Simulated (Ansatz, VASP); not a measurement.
**One calculation of Al2Pt, two programs**

INCAR

```
SYSTEM = Al2Pt
  PREC = Accurate
  ENCUT = 520
  EDIFF = 1E-6
  ISMEAR = -1
  SIGMA = 0.05
  LREAL = .FALSE.
  LASPH = .TRUE.
  NELM = 60
  ALGO = Normal
  ISIF = 2
  LWAVE = .FALSE.
  LCHARG = .FALSE.
  GGA = PS
  NBANDS = 15
```

The input KPOINTS:

```
regular mesh
0
G
  8 8 8
  0 0 0
```

Contents of POSCAR:

```
Al2Pt
1.0
    0.0000000000      3.0129558903      3.0129558903
    3.0129558903      0.0000000000      3.0129558903
    3.0129558903      3.0129558903      0.0000000000
Pt Al
1 2
Direct
    0.0000000000      0.0000000000      0.0000000000
    0.7500000000      0.7500000000      0.7500000000
    0.2500000000      0.2500000000      0.2500000000
```

Contents of input.yaml:

```yaml
crystal:
  lattice:
    - [0.0, 3.0129558903, 3.0129558903]
    - [3.0129558903, 0.0, 3.0129558903]
    - [3.0129558903, 3.0129558903, 0.0]
  atoms:
    - { symbol: Pt, position: [0.0, 0.0, 0.0] }
    - { symbol: Al, position: [0.75, 0.75, 0.75] }
    - { symbol: Al, position: [0.25, 0.25, 0.25] }
kpoints:
  mp_grid: { grid: [8, 8, 8] }
scf:
  occupations: { method: fermi_dirac, width: 0.05 }
hamiltonian:
  xc: pbesol
  pseudopotentials: { kind: all_electron, lapw: { basis_error: 0.002 } }
output:
  forces: true
  stress: true
  eigenvalues: true
```

Change from the starting cell: volume scaled by 1.06.

Alike in both runs: task single point; functional PBEsol; k mesh 8 × 8 × 8; occupations fermi-dirac, width 0.05 eV; no spin polarisation.

```csv
,VASP,Ansatz
version,VASP 6.6.1,Ansatz 0.2.0
potentials or method,"VASP PAW PBE potentials, release 64 (Pt, Al)","all-electron LAPW, scalar-relativistic"
plane-wave cutoff (eV),520,see its input
```

Ansatz gave:

* gap on the k mesh at the Fermi level (eV): none
* pressure (GPa): -7.8

**Question.** Estimate VASP's values.

**Answer.** gap on the k mesh at the Fermi level (eV): none; pressure (GPa): -7.9.

A gap of «none» marks a metal or a gap that the smearing closes. Ansatz ran all-electron here, so the differences hold the error of VASP's frozen core and of both bases.

Caveats: the PAW data sets were made with another functional, which shifts forces and pressure a little (VASP). The runs have no spin-orbit coupling, so splittings on Pt are missing.
